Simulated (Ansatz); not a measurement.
## What a change of settings does: W (diamond type)

First run: DFT, PBE, all-electron LAPW, scalar-relativistic (Ansatz 0.2.0).

Command: `ansatz run input.yaml --threads 1 --pin off --max-ram 2048MiB --backend cpu --events-out ev --progress --plain --runs-dir out` It took 110 s on 1 thread of Arm Neoverse V2, with other jobs on the host, peak memory 0.71 GiB.

```yaml
crystal:
  lattice:
    - [0.0, 2.1483863592, 2.1483863592]
    - [2.1483863592, 0.0, 2.1483863592]
    - [2.1483863592, 2.1483863592, 0.0]
  atoms:
    - { symbol: W, position: [-0.125, -0.125, -0.125] }
    - { symbol: W, position: [0.125, 0.125, 0.125] }
kpoints:
  mp_grid: { grid: [12, 12, 12] }
  band_path:
    path:
      - [0.0, 0.0, 0.0]
      - [0.5, 0.0, 0.5]
      - [0.625, 0.25, 0.625]
      - [0.375, 0.375, 0.75]
      - [0.0, 0.0, 0.0]
      - [0.5, 0.5, 0.5]
      - [0.5, 0.25, 0.75]
      - [0.5, 0.0, 0.5]
    npoints: 8
scf:
  occupations: { method: fermi_dirac, width: 0.1 }
hamiltonian:
  xc: pbe
  pseudopotentials: { kind: all_electron, lapw: { basis_error: 0.001 } }
output:
  forces: true
  stress: true
  eigenvalues: true
  populations: true
  dos: { projected: true, de: 0.2, e_range: [-14, 8] }
```

The cell comes from a relaxation on PAW files under the same functional, begun from a prototype that needn't be the stable phase.

This run: volume at 0.4 of the series' base cell.

It converges in 9 SCF iterations at a pressure of 719.8 GPa.

A second input differs as follows:

```diff
   occupations: { method: fermi_dirac, width: 0.1 }
+  max_iter: 2
 hamiltonian:
   populations: true
-  dos: { projected: true, de: 0.2, e_range: [-14, 8] }
```

Question: What is wrong with it, and what does the program do?

Answer: The change was made to test too few SCF iterations. The run stops unconverged after 2 iterations. The log ends:
```
k-points: 72 of 1728
Non-local potential: W, projectors of the file, none
Initial density: superposition of atomic densities (chi_scale 0.1, normalization cell)
Initial wavefunctions: plane waves of lowest kinetic energy (no species holds an atomic orbital)
Functional: x = pbe(κ = 0.804, μ = 0.2195149727645171), c = pbe(β = 0.06672455060314922)
iter 1 solved again at ethr=3.14e-3 eV; its pass at ethr=1.00e-1 eV (dr2=2.89e0 eV) is discarded
SCF iter   1: F=—  HF=-878371.158164 eV  |F-HF|=—  |Δ(HF+E_count)|=         —  Δρ=1.13e-1  dr2=2.89e0  ethr=3.14e-3  ⟨swp⟩=2.0  Hψ=25767  notcnv=0
preconditioner: auto → Kerker (q_TF=auto, 3.523 Å⁻¹)  [metal: Δε(μ)=0.096 eV  Ē_g=37.722 eV  σ=0.100 eV  W_gap=0.24  n_scr=14 (ndim 8)  ℏωp=60.1 eV  f_vac=0.000  D(μ)=0.82/eV (n_scr^D=8)]
SCF iter   2: F=—  HF=-878370.497032 eV  |F-HF|=—  |Δ(HF+E_count)|=   6.61e-1  Δρ=8.19e-2  dr2=1.65e0  ethr=3.14e-3  ⟨swp⟩=2.0  Hψ=11808  notcnv=0
Error: did not converge after 2 iterations: dr2 = 1.65e0 (threshold 1.00e-7), under the density mixer `msr1`, which `scf.mixing.algorithm: auto` chose by the deck's other keys (type `scf.mixing.algorithm: msr1` to keep it); raise `scf.max_iter`, which need not help a stalled SCF, or adjust the mixing (`scf.mixing`) or, under a smearing, its width (`scf.occupations.width`, in either direction: another width is another result); this SCF holds its density and magnetisation to the symmetry operations that it keeps, and cannot end on a state that breaks one of them: if the state sought breaks one, re-run with `crystal.symmetry.detect: false`, without `crystal.symmetry.time_reversal: true`, on a non-collinear deck whose state breaks time reversal, with `crystal.symmetry.time_reversal: false` beside it (there exact exchange or a DFT+U term alone can polarise the run; a magnetic state wants starting moments), where the deck allows it (that run may end on another state, and need not converge either) — the other mixer that `auto` picks from is left to try (`scf.mixing.algorithm: broyden`); it can need more iterations, either can converge an SCF that the other leaves open, and the two can end on different states; the input reference at `scf.mixing.algorithm` says more, and from which start to try it
```
